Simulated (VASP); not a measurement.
Pd:

```
CELL_PARAMETERS angstrom
2.10518 -3.56789 0.00000
2.10518 3.56789 0.00000
0.00000 0.00000 4.21596
ATOMIC_POSITIONS crystal
Pd 0.15250 0.84750 0.07850
Pd 0.65250 0.34750 0.42150
Pd 0.84750 0.15250 0.92150
Pd 0.34750 0.65250 0.57850
```

The cell was built by a generator and needn't be a form met in nature.

```yaml
Program: VASP 6.6.1
Task: relaxation of cell and atoms
Functional: PBE
Potentials_or_basis: VASP PAW PBE potentials, release 64 (Pd)
Cutoff: 600 eV
k_mesh: 6 × 6 × 4
Occupations: gaussian, width 0.1 eV
Spin: no spin polarisation
```

At the start: pressure 31.2 GPa; volume 15.83 Å³/atom.

Task: Where does the relaxation end?

Result: Over 38 steps the energy falls by 568.0 meV/atom and the volume is 16.68 Å³/atom (+5.4 %); space group Fmmm (No. 69, to 0.05 Å).

The path:
```tsv
step	energy change (eV)	largest force (eV/Å)	pressure (GPa)	volume (Å³)
1	0.0000	1.4073	31.21	63.33
2	0.0056	0.1523	-13.09	95.80
3	-1.1080	0.1970	-1.28	76.23
4	-1.1112	0.1921	-0.48	75.66
5	-1.1117	0.1892	-0.08	75.37
6	-1.1115	0.1862	0.29	75.12
7	-1.1196	0.1758	0.16	75.12
8	-1.1452	0.1436	-0.28	75.14
9	-1.2033	0.1085	-1.30	75.13
10	-1.3741	0.1553	-3.87	74.98
11	-1.8240	0.3485	-9.10	74.14
12	3.1438	7.8245	31.03	70.46
13	-1.8128	0.6431	-9.32	74.07
14	-1.4392	1.7915	-4.48	72.56
15	-1.8405	0.7308	-9.56	73.89
16	-1.8622	0.7955	-9.54	73.64
17	-1.8599	0.7723	-9.60	73.72
18	-1.8609	0.7727	-9.60	73.71
19	-1.8637	0.7748	-9.59	73.67
20	-1.8685	0.7807	-9.54	73.61
21	-1.8742	0.7986	-9.41	73.48
22	-1.8686	0.8659	-9.01	73.20
23	-1.8750	0.8108	-9.35	73.42
24	-1.8806	0.8072	-9.29	73.35
25	-1.8970	0.7961	-9.08	73.14
26	-1.9289	0.7735	-8.66	72.74
27	-1.9885	0.7246	-7.72	71.92
28	-2.0894	0.6119	-5.63	70.32
29	-2.2025	0.3450	-0.21	67.18
30	-2.2088	0.2790	2.06	66.14
31	-2.2090	0.2863	1.68	66.31
32	-2.2242	0.2633	1.39	66.37
33	-2.2537	0.2618	0.70	66.55
34	-2.2444	0.4030	0.02	66.89
35	-2.2602	0.3130	0.32	66.70
36	-2.2652	0.2354	-0.05	66.81
37	-2.2705	0.0461	-0.89	67.09
38	-2.2720	0.0120	-0.17	66.73
```

Final structure:
```xyz
4
Lattice="1.8464 -4.6398 0.0000 1.8464 4.6398 0.0000 0.0000 0.0000 3.8946" Properties=species:S:1:pos:R:3 pbc="T T T"
Pd    1.8464    3.3517    3.8941
Pd    1.8464   -1.2881    1.9478
Pd    1.8464   -3.3517    0.0005
Pd    1.8464    1.2881    1.9468
```

Caveat: the k mesh is coarse (spacing up to 0.37 Å⁻¹), so the values aren't converged.
